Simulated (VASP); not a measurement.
# SrO (Fm-3m) in VASP: Born charges and dielectric tensor with LDA

Aim: the Born charges and dielectric tensor of SrO with LDA.

Program: VASP 6.6.1. These are calculated values, not measurements. Logs are shortened: lines on timing, memory, paths and dates and some standing lists are left out, and cuts for length are marked.

## Step 1: The crystal as given

Symmetry: Fm-3m, No. 225, cubic system. The conventional cell has a = 5.075 Å, b = 5.075 Å, c = 5.075 Å, α = 90.00°, β = 90.00°, γ = 90.00°. Sr (site symmetry m-3m) is surrounded by 6 O at 2.54 Å. O (site symmetry m-3m) has 6 Sr at 2.54 Å as nearest neighbours.

## Step 2: Born charges and dielectric tensor, LDA

File INCAR:

```
SYSTEM = SrO
PREC = Accurate ; ENCUT = 600
EDIFF = 1E-8 ; ISMEAR = 0
SIGMA = 0.02 ; LREAL = .False.
LASPH = .True. ; NELM = 100
ALGO = Fast ; ISIF = 2
LWAVE = .False. ; LCHARG = .False.
GGA = CA ; LEPSILON = .True.
IBRION = 8 ; NSW = 1
```

File KPOINTS:

```
regular mesh
0
Gamma
  8 8 8
  0 0 0
```

File POSCAR:

```
SrO
1.0
    0.0000000000      2.5377300000      2.5377300000
    2.5377300000      0.0000000000      2.5377300000
    2.5377300000      2.5377300000      0.0000000000
Sr O
1 1
Direct
    0.0000000000      0.0000000000      0.0000000000
    0.5000000000      0.5000000000      0.5000000000
```

Potentials or basis: VASP PAW LDA potentials, release 64 (Sr_sv, O).

Command:

```
$ cat potpaw_LDA.64/Sr_sv/POTCAR potpaw_LDA.64/O/POTCAR > POTCAR
$ mpirun -np 1 vasp_std > vasp.out
```

OUTCAR:

```text
SYSTEM = SrO
   PREC = Accurate
   ENCUT = 600
   EDIFF = 1E-8
   ISMEAR = 0
   LREAL = .False.
   LASPH = .True.
   NELM = 100
   ISIF = 2
   GGA = CA
   LEPSILON = .True.
   IBRION = 8
   NSW = 1

 ion  position               nearest neighbor table
   1  0.000  0.000  0.000-   2 2.54   2 2.54   2 2.54   2 2.54   2 2.54   2 2.54
   2  0.500  0.500  0.500-   1 2.54   1 2.54   1 2.54   1 2.54   1 2.54   1 2.54

  LATTYP: Found a face centered cubic cell.
 ALAT       =     5.0754600000

  Lattice vectors:

 A1 = (   0.0000000000,   2.5377300000,   2.5377300000)
 A2 = (   2.5377300000,   0.0000000000,   2.5377300000)
 A3 = (   2.5377300000,   2.5377300000,   0.0000000000)

Analysis of symmetry for initial positions (statically):
=====================================================================
 Subroutine PRICEL returns:
 Original cell was already a primitive cell.

 Routine SETGRP: Setting up the symmetry group for a
 face centered cubic supercell.

 Subroutine GETGRP returns: Found 48 space group operations
 (whereof 48 operations were pure point group operations)
 out of a pool of 48 trial point group operations.

The static configuration has the point symmetry O_h .

Analysis of symmetry for dynamics (positions and initial velocities):
=====================================================================
 Subroutine PRICEL returns:
 Original cell was already a primitive cell.

 Routine SETGRP: Setting up the symmetry group for a
 face centered cubic supercell.

 Subroutine GETGRP returns: Found 48 space group operations
 (whereof 48 operations were pure point group operations)
 out of a pool of 48 trial point group operations.

The dynamic configuration has the point symmetry O_h .

 Subroutine INISYM returns: Found 48 space group operations
 (whereof 48 operations are pure point group operations),
 and found     1 'primitive' translations

----------------------------------------------------------------------------------------

                                     Primitive cell

  volume of cell :      32.6863

  direct lattice vectors                    reciprocal lattice vectors
     0.000000000  2.537730000  2.537730000    -0.197026476  0.197026476  0.197026476
     2.537730000  0.000000000  2.537730000     0.197026476 -0.197026476  0.197026476
     2.537730000  2.537730000  0.000000000     0.197026476  0.197026476 -0.197026476

  length of vectors
     3.588892184  3.588892184  3.588892184     0.341259868  0.341259868  0.341259868

  position of ions in fractional coordinates (direct lattice)
     0.000000000  0.000000000  0.000000000
     0.500000000  0.500000000  0.500000000

  ion indices of the primitive-cell ions
   primitive index   ion index
                 1           1
                 2           2

----------------------------------------------------------------------------------------

 KPOINTS: regular mesh

Automatic generation of k-mesh.
 Grid dimensions read from file:
 generate k-points for:    8    8    8

 Generating k-lattice:

  Cartesian coordinates                     Fractional coordinates (reciprocal lattice)
    -0.024628310  0.024628310  0.024628310     0.125000000  0.000000000  0.000000000
[... 513 lines left out ...]
  free energy    TOTEN  =        -0.27927858 eV

  energy without entropy =       -0.27927858

------------------------ aborting loop because EDIFF is reached ----------------------------------------

--------------------------------------- Ionic step        2  -------------------------------------------

------------------------ aborting loop because EDIFF is reached ----------------------------------------

--------------------------------------- Ionic step        3  -------------------------------------------

------------------------ aborting loop because EDIFF is reached ----------------------------------------

 PIEZOELECTRIC TENSOR FIELD DIRECTION 3  (e Angst)
 -----------------------------------------------------------------------------
     0.00001  0.00000 -0.00000           ( -0.00001  0.00000 -0.00000)
     0.00000  0.00001  0.00000           (  0.00000 -0.00001  0.00000)
    -0.00000  0.00000 -0.00080           ( -0.00000  0.00000 -0.00001)

 PIEZOELECTRIC TENSOR FIELD DIRECTION 3  (C/m^2)
 -----------------------------------------------------------------------------
     0.00001  0.00000 -0.00000
     0.00000  0.00001  0.00000
    -0.00000  0.00000 -0.00039

--------------------------------------- Ionic step        4  -------------------------------------------

------------------------ aborting loop because EDIFF is reached ----------------------------------------

[... ionic steps 5 to 6 ...]

--------------------------------------- Ionic step        7  -------------------------------------------

 Free energy of the ion-electron system (eV)
  ---------------------------------------------------
  ---------------------------------------------------
  free energy    TOTEN  =        -0.35909378 eV

  energy without entropy =       -0.35909378

------------------------ aborting loop because EDIFF is reached ----------------------------------------

 INTERNAL STRAIN TENSOR  FOR ION    2  DIRECTION 1   (eV/Angst):
 -----------------------------------------------------------------------------
     0.00161 -0.00000  0.00000
     0.00000 -0.00438  0.00000
    -0.00000  0.00000 -0.00438

 MACROSCOPIC STATIC DIELECTRIC TENSOR (including local field effects in DFT)
 ------------------------------------------------------
           3.900155     0.000000    -0.000000
           0.000000     3.900155    -0.000000
           0.000000     0.000000     3.900155
 ------------------------------------------------------

 PIEZOELECTRIC TENSOR (including local field effects)  for field in x, y, z        (e  Angst)
          XX          YY          ZZ          XY          YZ          ZX
  --------------------------------------------------------------------------------
  x     0.00000     0.00000     0.00000     0.00000     0.00000     0.00000
  y     0.00000     0.00000     0.00000     0.00000     0.00000     0.00000
  z     0.00000     0.00000     0.00000     0.00000     0.00000     0.00000

 PIEZOELECTRIC TENSOR (including local field effects)  for field in x, y, z        (C/m^2)
          XX          YY          ZZ          XY          YZ          ZX
  --------------------------------------------------------------------------------
  x     0.00000     0.00000     0.00000     0.00000     0.00000     0.00000
  y     0.00000     0.00000     0.00000     0.00000     0.00000     0.00000
  z     0.00000     0.00000     0.00000     0.00000     0.00000     0.00000

 BORN EFFECTIVE CHARGES (including local field effects) (in |e|, cummulative output)
 ---------------------------------------------------------------------------------
 ion    1
    1     2.47700     0.00000    -0.00000
    2    -0.00000     2.47700    -0.00000
    3     0.00000     0.00000     2.47700
 ion    2
    1    -2.47700     0.00000     0.00000
    2     0.00000    -2.47700     0.00000
    3    -0.00000    -0.00000    -2.47700

 INTERNAL STRAIN TENSOR FOR ION    2 for displacements in x,y,z  (eV/Angst):
          X           Y           Z          XY          YZ          ZX
  --------------------------------------------------------------------------------
  x     0.00000     0.00000     0.00000     0.00000     0.00000     0.00000
  y     0.00000     0.00000     0.00000     0.00000     0.00000     0.00000
  z     0.00000     0.00000     0.00000     0.00000     0.00000     0.00000

 SECOND DERIVATIVES (NOT SYMMETRIZED)
 ------------------------------------
               1X          1Y          1Z          2X          2Y          2Z
  1X    -2.409709    0.000000    0.000000    2.409709    0.000000    0.000000
  1Y     0.000000   -2.409709    0.000000    0.000000    2.409709    0.000000
  1Z     0.000000    0.000000   -2.409709    0.000000    0.000000    2.409709
  2X     2.406547    0.000000    0.000000   -2.406547    0.000000    0.000000
  2Y     0.000000    2.406547    0.000000    0.000000   -2.406547    0.000000
  2Z     0.000000    0.000000    2.406547    0.000000    0.000000   -2.406547

 Eigenvectors and eigenvalues of the dynamical matrix
 ----------------------------------------------------

   1 f  =    6.594049 THz    41.431630 2PiTHz  219.953790 cm-1    27.270782 meV
             X         Y         Z           dx          dy          dz
      0.000000  0.000000  0.000000    -0.393169    0.000000    0.000000
      2.537730  2.537730  2.537730     0.919466    0.000000    0.000000
[... 21 lines left out ...]
   6 f/i=    0.001565 THz     0.009832 2PiTHz    0.052198 cm-1     0.006472 meV
             X         Y         Z           dx          dy          dz
      0.000000  0.000000  0.000000     0.000000    0.000000    0.919466
      2.537730  2.537730  2.537730     0.000000    0.000000    0.393169

--------------------------------------------------------------------------------------------------------

 MACROSCOPIC STATIC DIELECTRIC TENSOR IONIC CONTRIBUTION
 ------------------------------------------------------
          14.104979     0.000000    -0.000000
           0.000000    14.104979    -0.000000
          -0.000000    -0.000000    14.104979
 ------------------------------------------------------

 ELASTIC MODULI CONTR FROM IONIC RELAXATION (kBar)
 Direction    XX          YY          ZZ          XY          YZ          ZX
 --------------------------------------------------------------------------------
 XX           0.0000      0.0000      0.0000      0.0000      0.0000      0.0000
 YY           0.0000      0.0000      0.0000      0.0000      0.0000      0.0000
 ZZ           0.0000      0.0000      0.0000      0.0000      0.0000      0.0000
 XY           0.0000      0.0000      0.0000      0.0000      0.0000      0.0000
 YZ           0.0000      0.0000      0.0000      0.0000      0.0000      0.0000
 ZX           0.0000      0.0000      0.0000      0.0000      0.0000      0.0000
 --------------------------------------------------------------------------------

 PIEZOELECTRIC TENSOR IONIC CONTR  for field in x, y, z        (C/m^2)
          XX          YY          ZZ          XY          YZ          ZX
  --------------------------------------------------------------------------------
  x     0.00000     0.00000     0.00000     0.00000     0.00000     0.00000
  y     0.00000     0.00000     0.00000     0.00000     0.00000     0.00000
  z     0.00000     0.00000     0.00000     0.00000     0.00000     0.00000
```

Run time: 9.6 min. Hardware: 1 thread of AMD EPYC 7R43 (Zen 3), shared host; peak memory 0.21 GiB.

Results:

- Band gap on the k mesh: 3.07 eV, indirect (least direct gap 3.12 eV)
- Electronic dielectric tensor (diagonal): 3.90
- Born charges (mean of the diagonal): Sr +2.48; O -2.48 e
- Highest phonon frequency at Γ, LO-TO splitting left out: 220 cm⁻¹

Phonon frequencies in cm⁻¹ (negative: imaginary):
```csv
q point,frequencies
"(0.000, 0.000, 0.000)",0 0 0 220 220 220
```

Electronic dielectric tensor:
```
3.90 0.00 0.00
0.00 3.90 0.00
0.00 0.00 3.90
```

Born effective charge tensors (e):
atom 1, Sr
```
2.48 0.00 0.00
0.00 2.48 0.00
0.00 0.00 2.48
```
atom 2, O
```
-2.48  0.00  0.00
 0.00 -2.48  0.00
 0.00  0.00 -2.48
```
